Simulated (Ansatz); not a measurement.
**Tungsten, diamond under RPBE: from relaxation to bulk modulus**

What does RPBE give for tungsten in the diamond structure? We relax it, solve it on a dense k-mesh, then scale the cell to 7 volumes from 88 to 112 % of the relaxed one and try a fit of the equation of state. Spin polarisation is left out. The k-meshes are 10×10×10 for the relaxation; 15×15×15 for the dense run; 11×11×11 for the volumes.

This is W in the diamond structure; at room conditions it is bcc.

Computed with Ansatz 0.2.0 (DFT RPBE, plane waves (420 eV) with PAW, scalar-relativistic; PAW files made under PBE, frozen cores solved again for the functional, unless a step says otherwise).

## Step 1: The starting structure

The structure is cubic, space group Fd-3m (No. 227). Conventional cell: a = 5.552 Å, b = 5.552 Å, c = 5.552 Å, α = 90.00°, β = 90.00°, γ = 90.00°. W (site symmetry -43m) has 4 W at 2.40 Å as nearest neighbours.

Coordinates:

```
W
1.0
     0.00000    2.77607    2.77607
     2.77607    0.00000    2.77607
     2.77607    2.77607    0.00000
W
2
Cartesian
  0.6940 0.6940 0.6940
  4.8581 4.8581 4.8581
```

## Step 2: Relaxation of the cell

input.yaml

```yaml
crystal:
  lattice:
    - [0.0, 2.7760741367, 2.7760741367]
    - [2.7760741367, 0.0, 2.7760741367]
    - [2.7760741367, 2.7760741367, 0.0]
  atoms:
    - { symbol: W, position: [0.125, 0.125, 0.125] }
    - { symbol: W, position: [0.875, 0.875, 0.875] }
hamiltonian:
  xc: rpbe
  pseudopotentials:
    kind: paw
    azcp:
      W: "pseudopotentials/W.paw.azcp"
basis:
  ecutwfc: 420
  fft_grid_basis: typed
kpoints:
  mp_grid: { grid: [10, 10, 10], shift: [0, 0, 0] }
magnetization:
  spin_polarized: false
scf:
  occupations: { method: fermi_dirac, width: 0.1 }
relax:
  max_steps: 60
  f_tol: 0.01
  cell: {}
output:
  write_density: true
  write_potential: true
  elf: true
  volumetric_format: npy
```

After this run come: Single point on a dense mesh; Equation of state: 88 %; Equation of state: 92 %; Equation of state: 96 %; Equation of state: 100 %; Equation of state: 104 %; Equation of state: 108 %; Equation of state: 112 %.

Q: Predict the outcome of this session. Wanted: space group; conventional cell; volume; shortest distance; gap on the mesh; relative to bcc; highest ELF outside the cores; V₀, B₀, B₀′.

As calculated:

| quantity | value |
| --- | --- |
| space group (spins left aside) | Fd-3m (No. 227) |
| conventional cell | a = 5.868 Å |
| volume | 25.252 Å³/atom |
| shortest distance | 2.541 Å |
| gap on the mesh | none (levels filled in part) |
| relative to bcc | +2606 meV/atom |
| highest ELF outside the cores | 0.53, 1.27 Å from the nearest atom |
| V₀, B₀, B₀′ | 25.219 Å³/atom, 115 GPa, 3.8 |

In words: From the guessed start the volume grew by 18.0 % in 5 steps. It lies 2606 meV/atom above the element's reference form at the same level (bcc, from a run of its own). Levels at the Fermi energy are filled in part, as in a metal. B₀ comes out at 115 GPa. The symmetry was held, so the structure may be unstable against distortions that break it.
